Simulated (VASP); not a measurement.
## Pt: equation of state with PBE

The system is Pt.

```
Pt
1.0
     0.00000    1.96090    1.96090
     1.96090    0.00000    1.96090
     1.96090    1.96090    0.00000
Pt
1
Direct
  0.00000 0.00000 0.00000
```

```
Program             : VASP 6.6.1
Task                : equation of state
Functional          : PBE
Potentials or basis : VASP PAW PBE potentials, release 64 (Pt)
Cutoff              : 520 eV
k mesh              : 12 × 12 × 12
Occupations         : fermi-dirac, width 0.05 eV
Spin                : no spin polarisation
```

```
Equilibrium volume                      : 15.63 Å³/atom
Bulk modulus                            : 249 GPa
Pressure derivative of the bulk modulus : 5.4
```

Energy against volume, from the lowest point:
```tsv
volume (Å³/atom)	energy (meV/atom)
14.175	129.89
14.477	78.08
14.778	40.77
15.080	16.26
15.381	3.12
15.683	0.00
15.985	5.74
```

All runs of the series together: 54 s on 1 thread of AMD EPYC 9R45 (Zen 5), with other jobs on the host.

Spin-orbit coupling is left out, which matters for the levels of Pt. Zero-point motion and thermal expansion aren't in these numbers.
